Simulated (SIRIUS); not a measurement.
Crystal: Zn.

```
CELL_PARAMETERS angstrom
2.67000 0.00000 0.00000
-1.33500 2.31229 0.00000
0.00000 0.00000 4.96600
ATOMIC_POSITIONS crystal
Zn 0.66667 0.33333 0.75000
Zn 0.33333 0.66667 0.25000
```

```yaml
Program: SIRIUS 7.12.0
Task: single point
Functional: PBEsol
Potentials_or_basis: all-electron FP-LAPW
Cutoff: 167 eV
Basis: apw+lo standard
k_mesh: 11 × 11 × 6
Occupations: fermi-dirac, width 0.05 eV
Spin: no spin polarisation
```

On this cell: largest force under 0.003 eV/Å; band gap on the k mesh none (metal or under the smearing width).

The same run follows on a disturbed copy (atoms moved at random):

```
Zn
1.0
     2.67000    0.00000    0.00000
    -1.33500    2.31229    0.00000
     0.00000    0.00000    4.96600
Zn
2
Direct
  0.66542 0.31974 0.74893
  0.32257 0.68013 0.25107
```

Problem. What changes?

Solution. The energy (extrapolated to zero smearing) moves by +1.0 meV/atom; largest force 0.045 eV/Å; band gap on the k mesh none (metal or under the smearing width).

Forces in eV/Å, atoms in the order of the input:
```
Zn  -0.026  0.031  0.020
Zn   0.026 -0.031 -0.020
```
